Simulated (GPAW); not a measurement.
The system is SnSe.

```xyz
2
Lattice="0.0000 3.0100 3.0100 3.0100 0.0000 3.0100 3.0100 3.0100 0.0000" Properties=species:S:1:pos:R:3 pbc="T T T"
Sn    0.0000    0.0000    0.0000
Se    3.0100    3.0100    3.0100
```

Measurements of this composition are mostly on another form, of space group No. 62.

| Quantity | Value |
| --- | --- |
| Program | GPAW 26.7.0 |
| Task | relaxation of cell and atoms |
| Functional | RPBE |
| Dispersion | D4 |
| Potentials or basis | the program's PAW data sets (release 1.2.1) made for this functional |
| Cutoff | 600 eV |
| Basis | pw |
| k mesh | 8 × 8 × 8 |
| Occupations | fermi-dirac, width 0.05 eV |
| Spin | no spin polarisation |

At the start: pressure -1.8 GPa; volume 27.27 Å³/atom.

How do energy, volume and symmetry change on relaxing?

Over 4 steps the energy falls by 6.7 meV/atom and the volume is 26.22 Å³/atom (-3.9 %); space group Fm-3m (No. 225, to 0.05 Å).

The path:
```csv
step,energy change (eV),largest force (eV/Å),pressure (GPa),volume (Å³)
1,0.0000,0.0000,-1.81,54.54
2,-0.0039,0.0000,-1.60,54.18
3,-0.0116,0.0000,0.77,51.67
4,-0.0134,0.0000,-0.07,52.44
```

Final structure:
```xyz
2
Lattice="0.0000 2.9708 2.9708 2.9708 0.0000 2.9708 2.9708 2.9708 0.0000" Properties=species:S:1:pos:R:3 pbc="T T T"
Sn    0.0000    0.0000    0.0000
Se    2.9708    2.9708    2.9708
```

Caveat: later steps reuse the first step's grids.
